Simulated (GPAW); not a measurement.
Ge: single point with PBE

Crystal: Ge.

```
Ge
1.0
     1.48805   -2.59469    0.00000
     1.48805    2.59469    0.00000
     0.00000    0.00000    4.72760
Ge
2
Direct
  0.66655 0.33345 0.25000
  0.33345 0.66655 0.75000
```

This isn't the form of Ge at room conditions, which is diamond.

The cell isn't the ideal one: the cell as VASP's run set it.

| Quantity | Value |
| --- | --- |
| Program | GPAW 26.7.0 |
| Task | single point |
| Functional | PBE |
| Potentials or basis | GPAW PAW data sets (gpaw-data 1.2.1) |
| Cutoff | 600 eV |
| Basis | pw |
| k mesh | 10 × 10 × 6 |
| Occupations | gaussian, width 0.05 eV |
| Spin | no spin polarisation |
| Maxiter | 150 |

* Pressure: 4.0 GPa
* Band gap on the k mesh: none (metal or under the smearing width)

Forces in eV/Å, atoms in the order of the input:
```
Ge   0.000 -0.002  0.000
Ge   0.000  0.002  0.000
```

Stress tensor (GPa, compression positive):
```
2.87 0.00 0.00
0.00 3.73 0.00
0.00 0.00 5.32
```

Levels at points of the mesh, in eV from the Fermi level:
```tsv
k point	band 1	band 2	band 3	band 4	band 5	band 6	band 7
(0.00, 0.00, 0.00)	-13.34	-7.47	-5.52	6.64	6.76	8.71	8.83
(0.00, 0.00, 0.50)	-11.67	-11.67	1.90	1.90	7.79	7.79	7.90
(0.50, 0.00, 0.00)	-8.43	-7.09	-2.24	-1.23	-0.87	1.44	2.47
(0.50, 0.00, 0.50)	-6.98	-6.98	-4.92	-4.92	4.14	4.14	5.11
(0.50, 0.50, 0.00)	-8.50	-7.13	-2.28	-1.26	-0.94	1.41	2.63
(0.50, 0.50, 0.50)	-7.06	-7.06	-4.94	-4.94	4.29	4.29	5.13
```

Run time: 38 s on 1 thread of Arm Neoverse V1, on a shared host, peak memory 0.2 GiB.
